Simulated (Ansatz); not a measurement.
# Preparing GaN (P6_3mc) as a host crystal, part 3 of 3

Aim: the runs on the perfect crystal GaN (P6_3mc) that a defect calculation needs first.

Ansatz 0.2.0; plane-wave PAW DFT, r2SCAN; relaxation of the host's cell and atoms; PAW set soft_1 (the session's first sound run).

So far. Step 3 (Dielectric tensors of the host): The principal values of the electronic dielectric tensor are 5.83, 5.83 and 6.02. The principal values of the static dielectric tensor are 10.10, 10.10 and 11.19.

**7. Defect free supercell relaxed from displaced atoms**

This step: plane-wave PAW DFT, r2SCAN; relaxation of the defect-free supercell from random displacements, a test of the host's stability; PAW set soft_1 (Ansatz 0.2.0).

File pristine.rattled/input.yaml:

```yaml
crystal:
  lattice:
    - [9.5498176343, 0.0, 0.0]
    - [-4.7749088171, 8.2703846728, 0.0]
    - [0.0, 0.0, 10.3676632292]
  atoms:
    - { symbol: Ga, position: [0.2222222222, 0.1111111111, 0.249553118] }
    - { symbol: Ga, position: [0.1111111111, 0.2222222222, 0.499553118] }
    - { symbol: "N", position: [0.2222222222, 0.1111111111, 0.437946882] }
    - { symbol: "N", position: [0.1111111111, 0.2222222222, 0.187946882] }
    - { symbol: Ga, position: [0.2222222222, 0.1111111111, 0.749553118] }
    - { symbol: Ga, position: [0.1111111111, 0.2222222222, 0.999553118] }
    - { symbol: "N", position: [0.2222222222, 0.1111111111, 0.937946882] }
    - { symbol: "N", position: [0.1111111111, 0.2222222222, 0.687946882] }
    - { symbol: Ga, position: [0.2222222222, 0.4444444444, 0.249553118] }
    - { symbol: Ga, position: [0.1111111111, 0.5555555556, 0.499553118] }
    - { symbol: "N", position: [0.2222222222, 0.4444444444, 0.437946882] }
    - { symbol: "N", position: [0.1111111111, 0.5555555556, 0.187946882] }
    - { symbol: Ga, position: [0.2222222222, 0.4444444444, 0.749553118] }
    - { symbol: Ga, position: [0.1111111111, 0.5555555556, 0.999553118] }
    - { symbol: "N", position: [0.2222222222, 0.4444444444, 0.937946882] }
    - { symbol: "N", position: [0.1111111111, 0.5555555556, 0.687946882] }
    - { symbol: Ga, position: [0.2222222222, 0.7777777778, 0.249553118] }
    - { symbol: Ga, position: [0.1111111111, 0.8888888889, 0.499553118] }
    - { symbol: "N", position: [0.2222222222, 0.7777777778, 0.437946882] }
    - { symbol: "N", position: [0.1111111111, 0.8888888889, 0.187946882] }
    - { symbol: Ga, position: [0.2222222222, 0.7777777778, 0.749553118] }
    - { symbol: Ga, position: [0.1111111111, 0.8888888889, 0.999553118] }
    - { symbol: "N", position: [0.2222222222, 0.7777777778, 0.937946882] }
    - { symbol: "N", position: [0.1111111111, 0.8888888889, 0.687946882] }
    - { symbol: Ga, position: [0.5555555556, 0.1111111111, 0.249553118] }
    - { symbol: Ga, position: [0.4444444444, 0.2222222222, 0.499553118] }
    - { symbol: "N", position: [0.5555555556, 0.1111111111, 0.437946882] }
    - { symbol: "N", position: [0.4444444444, 0.2222222222, 0.187946882] }
    - { symbol: Ga, position: [0.5555555556, 0.1111111111, 0.749553118] }
    - { symbol: Ga, position: [0.4444444444, 0.2222222222, 0.999553118] }
    - { symbol: "N", position: [0.5555555556, 0.1111111111, 0.937946882] }
    - { symbol: "N", position: [0.4444444444, 0.2222222222, 0.687946882] }
    - { symbol: Ga, position: [0.5555555556, 0.4444444444, 0.249553118] }
    - { symbol: Ga, position: [0.4444444444, 0.5555555556, 0.499553118] }
    - { symbol: "N", position: [0.5555555556, 0.4444444444, 0.437946882] }
    - { symbol: "N", position: [0.4444444444, 0.5555555556, 0.187946882] }
    - { symbol: Ga, position: [0.5555555556, 0.4444444444, 0.749553118] }
    - { symbol: Ga, position: [0.4444444444, 0.5555555556, 0.999553118] }
    - { symbol: "N", position: [0.5555555556, 0.4444444444, 0.937946882] }
    - { symbol: "N", position: [0.4444444444, 0.5555555556, 0.687946882] }
    - { symbol: Ga, position: [0.5555555556, 0.7777777778, 0.249553118] }
    - { symbol: Ga, position: [0.4444444444, 0.8888888889, 0.499553118] }
    - { symbol: "N", position: [0.5555555556, 0.7777777778, 0.437946882] }
    - { symbol: "N", position: [0.4444444444, 0.8888888889, 0.187946882] }
    - { symbol: Ga, position: [0.5555555556, 0.7777777778, 0.749553118] }
    - { symbol: Ga, position: [0.4444444444, 0.8888888889, 0.999553118] }
    - { symbol: "N", position: [0.5555555556, 0.7777777778, 0.937946882] }
    - { symbol: "N", position: [0.4444444444, 0.8888888889, 0.687946882] }
    - { symbol: Ga, position: [0.8888888889, 0.1111111111, 0.249553118] }
    - { symbol: Ga, position: [0.7777777778, 0.2222222222, 0.499553118] }
    - { symbol: "N", position: [0.8888888889, 0.1111111111, 0.437946882] }
    - { symbol: "N", position: [0.7777777778, 0.2222222222, 0.187946882] }
    - { symbol: Ga, position: [0.8888888889, 0.1111111111, 0.749553118] }
    - { symbol: Ga, position: [0.7777777778, 0.2222222222, 0.999553118] }
    - { symbol: "N", position: [0.8888888889, 0.1111111111, 0.937946882] }
    - { symbol: "N", position: [0.7777777778, 0.2222222222, 0.687946882] }
    - { symbol: Ga, position: [0.8888888889, 0.4444444444, 0.249553118] }
    - { symbol: Ga, position: [0.7777777778, 0.5555555556, 0.499553118] }
    - { symbol: "N", position: [0.8888888889, 0.4444444444, 0.437946882] }
    - { symbol: "N", position: [0.7777777778, 0.5555555556, 0.187946882] }
    - { symbol: Ga, position: [0.8888888889, 0.4444444444, 0.749553118] }
    - { symbol: Ga, position: [0.7777777778, 0.5555555556, 0.999553118] }
    - { symbol: "N", position: [0.8888888889, 0.4444444444, 0.937946882] }
    - { symbol: "N", position: [0.7777777778, 0.5555555556, 0.687946882] }
    - { symbol: Ga, position: [0.8888888889, 0.7777777778, 0.249553118] }
    - { symbol: Ga, position: [0.7777777778, 0.8888888889, 0.499553118] }
    - { symbol: "N", position: [0.8888888889, 0.7777777778, 0.437946882] }
    - { symbol: "N", position: [0.7777777778, 0.8888888889, 0.187946882] }
    - { symbol: Ga, position: [0.8888888889, 0.7777777778, 0.749553118] }
    - { symbol: Ga, position: [0.7777777778, 0.8888888889, 0.999553118] }
    - { symbol: "N", position: [0.8888888889, 0.7777777778, 0.937946882] }
    - { symbol: "N", position: [0.7777777778, 0.8888888889, 0.687946882] }
basis:
  ecutwfc: 500
  xc_grid: 2
hamiltonian:
  xc: r2scan
  pseudopotentials: { kind: paw, azcp: { folder: soft_1 } }
kpoints:
  mp_grid: { grid: [1, 1, 1], shift: [0.25, 0.25, 0.25] }
scf:
  occupations: { method: fermi_dirac, width: 0.01 }
  max_iter: 80
output:
  forces: true
relax:
  f_tol: 0.01
  max_steps: 120
  random_displacement: { amplitude: 0.08, seed: 6210 }
checkpoint:
  write: "../pristine.rattled.run"
  compress: false
  write_wavefunctions: false
  write_every: 100000
```

Command:

```console
ansatz run input.yaml --threads 4 --pin off --max-ram 15073MiB --backend cpu --events-out ev --progress --plain --runs-dir out
```

Numbers of over 12 decimals in the logs are rounded to 6 here.

What it wrote:

```text
[...]
Crystal: 72 atoms, lattice volume = 818.845 Å³
Basis set: ecut = 500 eV, 20899 PW (Γ), exchange–correlation on 144×144×160 points (8 copies of the dense FFT grid, shifted against one another)
Bands: 396, of which v1, the nominal top of the filled ones, is band 324 counted from 1 (323 counted from 0)
Symmetry: 1 space group operations
k-points: 1
[...]
SCF iter   1: F=—  HF=-150364.561316 eV  |F-HF|=—  |Δ(HF+E_count)|=         —  Δρ=1.16e-1  dr2=8.91e1  dr2_τ=1.04e1  ethr=3.10e-3  ⟨swp⟩=5.0  Hψ=1226  notcnv=0  defer=22
[...]
SCF iter  10: F=-150347.340380 eV  HF=-150347.340380 eV  |F-HF|=3.09e-7  |Δ(HF+E_count)|=   1.06e-7  Δρ=7.76e-6  dr2=3.91e-7  dr2_τ=2.99e-8  ethr=3.86e-10  ⟨swp⟩=4.0  Hψ=1048  notcnv=0
SCF 1 converged in 10 iterations: F = -150347.340380 eV  dr2 = 3.91e-7
[...]
relax step   1: F+E_penalty+E_count = -150347.34038002 eV  Δ(F+E_penalty+E_count) = +0.000e0 eV  max|allowed force component| = 3.253e0 eV/Å  Δτ_max = 0.0000 Å  (10 SCF iters, dr2 threshold 2.50e-6 eV, accepted)
[...]
relax step   2: F+E_penalty+E_count = -150350.62328939 eV  Δ(F+E_penalty+E_count) = -3.283e0 eV  max|allowed force component| = 1.619e0 eV/Å  Δτ_max = 0.0861 Å  (7 SCF iters, dr2 threshold 1.00e-4 eV, accepted)
relax step   3: F+E_penalty+E_count = -150351.68091624 eV  Δ(F+E_penalty+E_count) = -1.058e0 eV  max|allowed force component| = 2.662e-2 eV/Å  Δτ_max = 0.0763 Å  (6 SCF iters, dr2 threshold 1.00e-4 eV, accepted)
relax step   4: F+E_penalty+E_count = -150351.68094314 eV  Δ(F+E_penalty+E_count) = -2.689e-5 eV  max|allowed force component| = 2.709e-2 eV/Å  Δτ_max = 0.0000 Å  (5 SCF iters, accepted)
relax step   5: F+E_penalty+E_count = -150351.67630945 eV  Δ(F+E_penalty+E_count) = +4.634e-3 eV  max|allowed force component| = 5.330e-2 eV/Å  Δτ_max = 0.0127 Å  (7 SCF iters, rejected (line search))
SCF iter   1: F=—  HF=-150351.672808 eV  |F-HF|=—  |Δ(HF+E_count)|=         —  Δρ=1.87e-3  dr2=9.25e-3  dr2_τ=3.12e-2  ethr=1.44e-5  ⟨swp⟩=3.0  Hψ=776  notcnv=0  defer=45
[...]
SCF iter   7: F=-150351.681447 eV  HF=-150351.681447 eV  |F-HF|=5.41e-8  |Δ(HF+E_count)|=   1.65e-7  Δρ=2.90e-6  dr2=5.53e-8  dr2_τ=8.36e-9  ethr=1.54e-11  ⟨swp⟩=4.0  Hψ=1229  notcnv=0
SCF 6 converged in 7 iterations: F = -150351.681447 eV  dr2 = 5.53e-8
relax step   6: F+E_penalty+E_count = -150351.68144740 eV  Δ(F+E_penalty+E_count) = -5.043e-4 eV  max|allowed force component| = 4.235e-3 eV/Å  Δτ_max = 0.0030 Å  (7 SCF iters, accepted)
[...]
SCF iter   2: F=-150351.681447 eV  HF=-150351.681447 eV  |F-HF|=3.49e-9  |Δ(HF+E_count)|=   1.43e-8  Δρ=9.67e-7  dr2=4.33e-9  dr2_τ=1.32e-9  ethr=8.54e-12  ⟨swp⟩=3.0  Hψ=1048  notcnv=0
SCF 7 converged in 2 iterations: F = -150351.681447 eV  dr2 = 4.33e-9
SCF converged after 2 iterations
Free energy (F): -150351.681447 eV
[...]
Internal energy: -150351.681447 eV  (E = F + TS)
E sigma→0 (E₀):  -150351.681447 eV
Fermi energy:    11.225827 eV
[...]
--- Forces (eV/Å), atoms counted from 1 ---
  atom   1  Ga     0.00202952    -0.00060583    -0.00297352
  atom   2  Ga    -0.00138170    -0.00269855     0.00092686
  atom   3  N      0.00038106     0.00054074     0.00043916
  atom   4  N     -0.00000943     0.00029728    -0.00029311
  atom   5  Ga    -0.00266100     0.00061746     0.00263709
  atom   6  Ga    -0.00055354    -0.00067565    -0.00087841
  atom   7  N      0.00105531    -0.00038283     0.00075789
  atom   8  N     -0.00163077    -0.00068699     0.00084792
  atom   9  Ga     0.00086807    -0.00003860    -0.00304575
  atom  10  Ga     0.00016982     0.00112341     0.00221939
  atom  11  N     -0.00009020     0.00021663     0.00009283
  atom  12  N      0.00096111     0.00098475     0.00029990
  atom  13  Ga    -0.00069782     0.00065568     0.00443504
  atom  14  Ga    -0.00046655    -0.00084512    -0.00207797
  atom  15  N     -0.00016716     0.00044751    -0.00016299
  atom  16  N      0.00051342    -0.00158770     0.00023275
  atom  17  Ga    -0.00121130    -0.00022248    -0.00229970
  atom  18  Ga    -0.00011302    -0.00106988     0.00006272
  atom  19  N     -0.00110799     0.00070986     0.00037078
  atom  20  N     -0.00164039     0.00067463     0.00116303
  atom  21  Ga     0.00149978    -0.00027997     0.00238360
  atom  22  Ga    -0.00050553     0.00009881    -0.00206099
  atom  23  N      0.00032743     0.00063477     0.00102962
  atom  24  N      0.00035060     0.00014999     0.00085708
  atom  25  Ga    -0.00026489     0.00054264    -0.00008802
  atom  26  Ga     0.00180847    -0.00228224    -0.00131253
  atom  27  N      0.00004154    -0.00037975     0.00054160
  atom  28  N     -0.00078480     0.00075319     0.00019976
  atom  29  Ga     0.00284082    -0.00060854     0.00176133
  atom  30  Ga    -0.00165114    -0.00003816     0.00085491
  atom  31  N      0.00052894     0.00060129     0.00084546
  atom  32  N      0.00102427    -0.00018414     0.00107510
  atom  33  Ga     0.00113800     0.00020638    -0.00363669
  atom  34  Ga     0.00045441     0.00291483     0.00266650
  atom  35  N     -0.00013734    -0.00031616     0.00060844
  atom  36  N      0.00014143     0.00000611     0.00121108
  atom  37  Ga    -0.00195140     0.00082308     0.00304366
  atom  38  Ga    -0.00157427    -0.00106123    -0.00033304
  atom  39  N      0.00101575     0.00097676     0.00074188
  atom  40  N     -0.00020371    -0.00005079    -0.00072959
[...]
atom  61  Ga     0.00160064    -0.00028870     0.00220432
  atom  62  Ga     0.00106816    -0.00080013     0.00006970
  atom  63  N      0.00089280     0.00003577     0.00058716
  atom  64  N      0.00019273    -0.00112070    -0.00064388
  atom  65  Ga    -0.00013830    -0.00133744    -0.00234254
  atom  66  Ga     0.00063933     0.00085017     0.00242161
  atom  67  N      0.00076657    -0.00050514    -0.00088847
  atom  68  N      0.00030391     0.00091584     0.00142529
  atom  69  Ga    -0.00075914     0.00131333     0.00136947
  atom  70  Ga     0.00017448    -0.00039779    -0.00252590
  atom  71  N     -0.00016509     0.00081950     0.00119638
  atom  72  N     -0.00089267    -0.00087688    -0.00091771
  max |Σ_I F_I| component: 1.43e-2 eV/Å
--- Relaxed structure (6 steps of the walk, 5 accepted, 0 SCFs on fresh bases) ---
  F+E_penalty+E_count = -150351.68144740 eV   max|allowed force component| = 4.235e-3 eV/Å
  atoms:
    - { symbol: Ga, position: [0.222223, 0.110812, 0.250553] }
    - { symbol: Ga, position: [0.110757, 0.222306, 0.500535] }
    - { symbol: N, position: [0.221835, 0.111167, 0.438960] }
    - { symbol: N, position: [0.111110, 0.221907, 0.188962] }
    - { symbol: Ga, position: [0.222244, 0.110800, 0.750522] }
    - { symbol: Ga, position: [0.110750, 0.222301, 1.000535] }
    - { symbol: N, position: [0.221835, 0.111167, 0.938948] }
    - { symbol: N, position: [0.111124, 0.221905, 0.688947] }
    - { symbol: Ga, position: [0.222228, 0.444143, 0.250547] }
    - { symbol: Ga, position: [0.110734, 0.555617, 0.500527] }
    - { symbol: N, position: [0.221835, 0.444499, 0.438955] }
    - { symbol: N, position: [0.111102, 0.555232, 0.188967] }
    - { symbol: Ga, position: [0.222234, 0.444141, 0.750507] }
    - { symbol: Ga, position: [0.110749, 0.555631, 1.000545] }
    - { symbol: N, position: [0.221843, 0.444505, 0.938946] }
    - { symbol: N, position: [0.111109, 0.555249, 0.688945] }
    - { symbol: Ga, position: [0.222243, 0.777473, 0.250555] }
    - { symbol: Ga, position: [0.110747, 0.888962, 0.500534] }
    - { symbol: N, position: [0.221842, 0.777827, 0.438961] }
    - { symbol: N, position: [0.111121, 0.888567, 0.188968] }
    - { symbol: Ga, position: [0.222232, 0.777481, 0.750519] }
    - { symbol: Ga, position: [0.110750, 0.888958, 1.000552] }
    - { symbol: N, position: [0.221840, 0.777835, 0.938947] }
    - { symbol: N, position: [0.111108, 0.888570, 0.688944] }
    - { symbol: Ga, position: [0.555562, 0.110807, 0.250540] }
    - { symbol: Ga, position: [0.444070, 0.222304, 0.500536] }
    - { symbol: N, position: [0.555168, 0.111173, 0.438957] }
    - { symbol: N, position: [0.444438, 0.221898, 0.188959] }
    - { symbol: Ga, position: [0.555556, 0.110817, 0.750521] }
    - { symbol: Ga, position: [0.444082, 0.222290, 1.000531] }
    - { symbol: N, position: [0.555170, 0.111167, 0.938947] }
    - { symbol: N, position: [0.444439, 0.221910, 0.688940] }
    - { symbol: Ga, position: [0.555560, 0.444139, 0.250547] }
    - { symbol: Ga, position: [0.444062, 0.555603, 0.500518] }
    - { symbol: N, position: [0.555172, 0.444501, 0.438955] }
    - { symbol: N, position: [0.444438, 0.555237, 0.188952] }
    - { symbol: Ga, position: [0.555575, 0.444140, 0.750516] }
    - { symbol: Ga, position: [0.444090, 0.555637, 1.000527] }
    - { symbol: N, position: [0.555163, 0.444494, 0.938941] }
    - { symbol: N, position: [0.444447, 0.555234, 0.688942] }
    - { symbol: Ga, position: [0.555559, 0.777473, 0.250545] }
    - { symbol: Ga, position: [0.444076, 0.888957, 0.500530] }
    - { symbol: N, position: [0.555167, 0.777821, 0.438959] }
    - { symbol: N, position: [0.444440, 0.888572, 0.188963] }
    - { symbol: Ga, position: [0.555567, 0.777471, 0.750511] }
    - { symbol: Ga, position: [0.444084, 0.888965, 1.000538] }
    - { symbol: N, position: [0.555172, 0.777846, 0.938943] }
    - { symbol: N, position: [0.444454, 0.888582, 0.688944] }
    - { symbol: Ga, position: [0.888909, 0.110825, 0.250543] }
    - { symbol: Ga, position: [0.777407, 0.222292, 0.500533] }
    - { symbol: N, position: [0.888515, 0.111175, 0.438962] }
    - { symbol: N, position: [0.777776, 0.221898, 0.188968] }
    - { symbol: Ga, position: [0.888898, 0.110799, 0.750530] }
    - { symbol: Ga, position: [0.777411, 0.222291, 1.000547] }
    - { symbol: N, position: [0.888494, 0.111160, 0.938957] }
    - { symbol: N, position: [0.777778, 0.221908, 0.688956] }
    - { symbol: Ga, position: [0.888905, 0.444145, 0.250550] }
    - { symbol: Ga, position: [0.777397, 0.555611, 0.500543] }
    - { symbol: N, position: [0.888502, 0.444497, 0.438970] }
    - { symbol: N, position: [0.777780, 0.555238, 0.188958] }
    - { symbol: Ga, position: [0.888895, 0.444144, 0.750529] }
    - { symbol: Ga, position: [0.777402, 0.555630, 1.000535] }
    - { symbol: N, position: [0.888501, 0.444503, 0.938956] }
    - { symbol: N, position: [0.777779, 0.555246, 0.688957] }
    - { symbol: Ga, position: [0.888907, 0.777481, 0.250557] }
    - { symbol: Ga, position: [0.777405, 0.888955, 0.500523] }
    - { symbol: N, position: [0.888503, 0.777830, 0.438971] }
    - { symbol: N, position: [0.777773, 0.888568, 0.188966] }
    - { symbol: Ga, position: [0.888904, 0.777474, 0.750532] }
    - { symbol: Ga, position: [0.777409, 0.888958, 1.000553] }
    - { symbol: N, position: [0.888508, 0.777835, 0.938953] }
    - { symbol: N, position: [0.777787, 0.888574, 0.688951] }
```

Elapsed: 2.9 min, on 4 threads of Arm Neoverse V1, shared host; peak memory 2.5 GiB.

Step by step:

| step | energy less that of the first step (eV) | largest force component (eV/Å) |
| --- | --- | --- |
| 1 | 0.0000 | 3.2534 |
| 2 | -3.2829 | 1.6194 |
| 3 | -4.3405 | 0.0266 |
| 4 | -4.3406 | 0.0271 |
| 5 | -4.3359 | 0.0533 |
| 6 | -4.3411 | 0.0042 |

Relaxation step 5 was tried and not accepted.

The relaxation ends 60 meV an atom lower than the displaced start, with a largest force component of 0.0042 eV/Å.

**8. Outcome**

| Property | Result |
| --- | --- |
| primitive cell vectors, lengths | 3.183, 3.183, 5.184 Å |
| electronic dielectric constant | principal values (5.83, 5.83, 6.02) |
| static dielectric constant | principal values (10.10, 10.10, 11.19) |
| gap on the k-mesh of the response run (PBEsol) | 1.88 eV |
| supercell relaxed in its symmetry less the displaced and relaxed one | 0.000 eV |
| energy an atom at one point at (¼, ¼, ¼) less that on the dense mesh | -0.023 eV |

**Reading.** Step 7: The energy fell by 4.341 eV from the randomly displaced start; the atoms end within 0.005 Å of the sites as typed, once the mean shift is taken out. The displaced cell ends within 0.01 eV of the symmetric one relaxed in its symmetry, so no lower structure shows in this supercell. The k-mesh can miss the band edges, so this gap is an upper bound at this level. All at zero temperature.

[Logs are printed without paths, hosts, clocks, repeated set-up lines and the standing remarks that a program may print on its own settings, such as how far it seeks lower states.]

[Hosts, paths, dates, database ids (printed as entryN), source tags and the programs' standing remarks are cut or masked in the printed files.]

[Runs of the host that timed out are not shown.]

[For some hosts the program warned that the k-mesh of the response run may be too coarse for force constants and the static dielectric constant; such warnings are not always shown.]

[The program warned that the k-mesh of a response run behind this text may be too coarse: force constants, and the static dielectric constant and all else formed from them, are not shown converged.]
